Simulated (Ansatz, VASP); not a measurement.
## Two plane-wave programs on AlN

```
Al N
1.0
     3.11000    0.00000    0.00000
    -1.55500    2.69334    0.00000
     0.00000    0.00000    4.98000
Al N
2 2
Direct
  0.66667 0.33333 0.00000
  0.33333 0.66667 0.50000
  0.66667 0.33333 0.38200
  0.33333 0.66667 0.88200
```

Alike in both runs: functional PBE; k mesh 11 × 11 × 6; occupations fermi-dirac, width 0.02 eV; no spin polarisation.

Ansatz relaxed the structure, and its values are those at the end. VASP's run is a single point on that final structure, the one shown.

|  | VASP | Ansatz |
| --- | --- | --- |
| version | VASP 6.6.1 | Ansatz 0.2.0 |
| potentials or method | VASP PAW PBE potentials, release 64 (Al, N) | plane-wave PAW, scalar-relativistic |
| plane-wave cutoff (eV) | 520 | 420 |
| valence electrons in the cell | 16 | 16 |

```csv
,VASP,Ansatz,Ansatz less VASP
gap on the k mesh at the Fermi level (eV),4.21,4.20,-0.011
pressure (GPa),3.9,4.1,+0.25
rms of the force components (eV/Å),0.005,0.005,-0.0005
```

Ansatz warned: «stress_scf_threshold_loose».

Caveats: an odd mesh through Γ misses points on the zone boundary, where band edges often lie.
